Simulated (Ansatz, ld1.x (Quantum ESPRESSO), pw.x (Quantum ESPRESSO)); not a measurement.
# pw.x on sc Zr: one setting changed

Potential: PAW, ld1.x (Quantum ESPRESSO) 7.5, PBE; core [Ar] 3d10, reference 4s2 4p6 4d2.5 5s1.5 5p0; waves: 4s (bound): rcut 1.55, rcutus 1.85 bohr; 5s (bound): rcut 1.55, rcutus 1.85 bohr; 4p (bound): rcut 1.80, rcutus 2.35 bohr; 5p (bound, empty): rcut 1.80, rcutus 2.35 bohr; 4d (bound): rcut 2.35, rcutus 3.15 bohr; 4d channel at 0.4 Ry: rcut 2.35, rcutus 3.15 bohr; local part: all-electron potential smoothed inside 2.60 bohr (lloc = -2); core correction: none; augmentation: BESSEL, radius 1.55 bohr.

The reference run (k-mesh 11³, cutoffs 40/320 Ry, Fermi–Dirac 0.01 Ry, mixing_beta 0.4, conv_thr 1e-9, no spin) gives 0.37 GPa at 25.041 Å³/atom, where all-electron LAPW gives -0.56 GPa. This run, with its own iteration cap, changes k-mesh points per axis to 1, a wrong or extreme entry chosen on purpose.

```
&control
  calculation='scf', prefix='x', pseudo_dir='./', outdir='./tmp', tstress=.true., disk_io='none'
/
&system
  ibrav=0, nat=1, ntyp=1, ecutwfc=40, ecutrho=320, nbnd=14,
  occupations='smearing', smearing='fd', degauss=0.01
/
&electrons
  conv_thr=1e-09, mixing_beta=0.4, electron_maxstep=70
/
ATOMIC_SPECIES
Zr 1.0 Zr.UPF
CELL_PARAMETERS angstrom
  2.92561533 0.00000000 0.00000000
  0.00000000 2.92561533 0.00000000
  0.00000000 0.00000000 2.92561533
ATOMIC_POSITIONS crystal
Zr 0.0000 0.0000 0.0000
K_POINTS automatic
1 1 1 0 0 0
```

```bash
pw.x < Zr.scf.in > Zr.scf.out
```

Question: How does the run end?

Answer: It converges in 11 iterations; the free energy moves by -5.69 eV/atom and the pressure by +21.84 GPa. The result is not a property of the crystal.

```
Message from routine setup:
     using ibrav=0 with symmetry is DISCOURAGED, use correct ibrav instead
     lattice parameter (alat)  =       5.5286  a.u.
     unit-cell volume          =     168.9850 (a.u.)^3
     number of electrons       =        12.00
     number of Kohn-Sham states=           14
     kinetic-energy cutoff     =      40.0000  Ry
     charge density cutoff     =     320.0000  Ry
     scf convergence threshold =      1.0E-09
     Exchange-correlation= SLA  PW   PBX  PBC
     number of k points=     1  Fermi-Dirac smearing, width (Ry)=  0.0100
     iteration #  1     ecut=    40.00 Ry     beta= 0.40
     total energy              =    -307.54876684 Ry
     estimated scf accuracy    <       0.41258897 Ry
     iteration #  2     ecut=    40.00 Ry     beta= 0.40
     negative rho (up, down):  4.301E-03 0.000E+00
     total energy              =    -307.56284283 Ry
     estimated scf accuracy    <       0.15698570 Ry
     iteration #  3     ecut=    40.00 Ry     beta= 0.40
     negative rho (up, down):  1.023E-02 0.000E+00
     total energy              =    -307.56759041 Ry
     estimated scf accuracy    <       0.00076392 Ry
     iteration #  4     ecut=    40.00 Ry     beta= 0.40
     negative rho (up, down):  8.565E-03 0.000E+00
     total energy              =    -307.56892720 Ry
     estimated scf accuracy    <       0.00010930 Ry
     iteration #  5     ecut=    40.00 Ry     beta= 0.40
     negative rho (up, down):  1.038E-02 0.000E+00
     total energy              =    -307.56820749 Ry
     estimated scf accuracy    <       0.00004937 Ry
     iteration #  6     ecut=    40.00 Ry     beta= 0.40
     negative rho (up, down):  9.565E-03 0.000E+00
     total energy              =    -307.56856574 Ry
     estimated scf accuracy    <       0.00002772 Ry
     iteration #  7     ecut=    40.00 Ry     beta= 0.40
     negative rho (up, down):  9.796E-03 0.000E+00
     total energy              =    -307.56844202 Ry
     estimated scf accuracy    <       0.00000107 Ry
     iteration #  8     ecut=    40.00 Ry     beta= 0.40
     negative rho (up, down):  9.637E-03 0.000E+00
     total energy              =    -307.56853601 Ry
     estimated scf accuracy    <       0.00000184 Ry
     iteration #  9     ecut=    40.00 Ry     beta= 0.40
     negative rho (up, down):  9.664E-03 0.000E+00
     total energy              =    -307.56852342 Ry
     estimated scf accuracy    <       0.00000007 Ry
     iteration # 10     ecut=    40.00 Ry     beta= 0.40
     negative rho (up, down):  9.674E-03 0.000E+00
     total energy              =    -307.56851807 Ry
     estimated scf accuracy    <          7.0E-09 Ry
     iteration # 11     ecut=    40.00 Ry     beta= 0.40
     negative rho (up, down):  9.668E-03 0.000E+00
     the Fermi energy is    10.3643 ev
!    total energy              =    -307.56852078 Ry
     estimated scf accuracy    <          2.7E-10 Ry
     smearing contrib. (-TS)   =      -0.02772589 Ry
     The total energy is F=E-TS. E is the sum of the following terms:
     one-electron contribution =     -20.52673769 Ry
     hartree contribution      =      21.83053438 Ry
     xc contribution           =     -13.32797188 Ry
     ewald contribution        =     -73.90116321 Ry
     one-center paw contrib.   =    -221.61545649 Ry
     convergence has been achieved in  11 iterations
          total   stress  (Ry/bohr**3)                   (kbar)     P=      222.12
     Message from routine punch:
     Nothing written, as per user request (disk_io='none')
```

The run took about 5.6 s on one core of a shared host (Neoverse-V1, 32 threads, 247 GiB, load 15).
